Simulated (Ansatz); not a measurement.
CsPbI3 (cubic perovskite)

```
CELL_PARAMETERS angstrom
      6.39047     0.00000     0.00000
      0.00000     6.39047     0.00000
      0.00000     0.00000     6.39047
ATOMIC_POSITIONS crystal
  Cs 0.00000 0.00000 0.00000
  Pb 0.50000 0.50000 0.50000
  I  0.00000 0.50000 0.50000
  I  0.50000 0.50000 0.00000
  I  0.50000 0.00000 0.50000
```

The volume is varied about the relaxed value V₀ at fixed cell shape. Symmetry pins the atoms to their sites.

These are PBE (plane waves to 420 eV, PAW, scalar-relativistic; Ansatz, an electronic-structure program) values and carry that method's errors. k mesh 5×5×5 (Γ-centred), Fermi-Dirac smearing 0.05 eV. E stands for the smeared free energy. Compression counts positive. CsPbI3 was relaxed with its symmetry unable to fall. Spin-orbit coupling is left out, though I and Pb are heavy. This is a high-temperature form of CsPbI3. The zero of ΔE is the relaxed starting cell.

```
V (Å³/atom)  ΔE (meV/atom)
-----------  -------------
49.063                 9.7
49.690                 6.1
50.316                 3.3
50.942                 1.5
51.569                 0.4
52.195                 0.0
52.821                 0.3
53.448                 1.3
54.074                 2.9
54.700                 5.0
55.327            withheld
```

Problem. Fit a third-order Birch-Murnaghan form (E₀, V₀, B₀, B₀′ free) to the given rows and predict ΔE at V = 55.327.

Solution. Least squares on the 10 given rows: ΔE = E₀ + (9V₀B₀/16)·y²·[2 + (B₀′ − 4)y], y = (V₀/V)^(2/3) − 1, with V₀ = 52.206 Å³/atom, B₀ = 14.66 GPa (160.2 GPa = 1 eV/Å³; the term in eV is multiplied by 1000), B₀′ = 4.48, E₀ = 0.01 meV/atom; root-mean-square residual 0.03 meV/atom. At 55.327 the fit gives 7.7 meV/atom; the calculation gives 7.7 meV/atom, the same to the digits shown. For the pressure the fit gives -0.75 GPa against the computed -0.75 GPa.

(Under strain, the slope of the energy per volume gives the stress and its curvature an elastic modulus.)
